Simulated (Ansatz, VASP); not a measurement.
Cs: VASP beside Ansatz

Contents of INCAR:

```
SYSTEM = Cs
PREC = Accurate
ENCUT = 520
EDIFF = 1E-6
ISMEAR = 0
SIGMA = 0.15
LREAL = .False.
LASPH = .True.
NELM = 60
ALGO = Fast
ISIF = 2
LWAVE = .False.
LCHARG = .True.
GGA = PE
LELF = .True.
LVHAR = .True.
NBANDS = 10
```

Contents of KPOINTS:

```
Automatic mesh
0
Gamma
  12 12 12
  0 0 0
```

The input POSCAR:

```
Cs
1.0
   -2.8713750000      2.8713750000      3.0225000000
    2.8713750000     -2.8713750000      3.0225000000
    2.8713750000      2.8713750000     -3.0225000000
Cs
1
Direct
    0.0000000000      0.0000000000      0.0000000000
```

Input for Ansatz:

```yaml
crystal:
  lattice:
    - [-2.871375, 2.871375, 3.0225]
    - [2.871375, -2.871375, 3.0225]
    - [2.871375, 2.871375, -3.0225]
  atoms:
    - { symbol: Cs, position: [0.0, 0.0, 0.0] }
basis:
  ecutwfc: 420
kpoints:
  mp_grid: { grid: [12, 12, 12] }
hamiltonian:
  xc: pbe
scf:
  occupations: { method: gaussian, width: 0.15 }
output:
  forces: true
  stress: true
  eigenvalues: true
```

Change from the starting cell: strain -0.050 along x and y, +0.000 along z, atoms carried along.

Alike in both runs: task single point; functional PBE; k mesh 12 × 12 × 12; occupations gaussian, width 0.15 eV; no spin polarisation.

```csv
,VASP,Ansatz
version,VASP 6.6.1,Ansatz 0.2.0
potentials or method,"VASP PAW PBE potentials, release 64 (Cs_sv)","scalar-relativistic, plane waves, PAW"
plane-wave cutoff (eV),520,420
valence electrons in the cell,9,9
```

|  | VASP | Ansatz | Ansatz less VASP |
| --- | --- | --- | --- |
| gap on the k mesh at the Fermi level (eV) | none | none | - |
| pressure (GPa) | 0.4 | 0.4 | +0.01 |

A gap of «none» marks a metal or a gap that the smearing closes.

Spin-orbit coupling is left out, which matters for the levels of Cs.
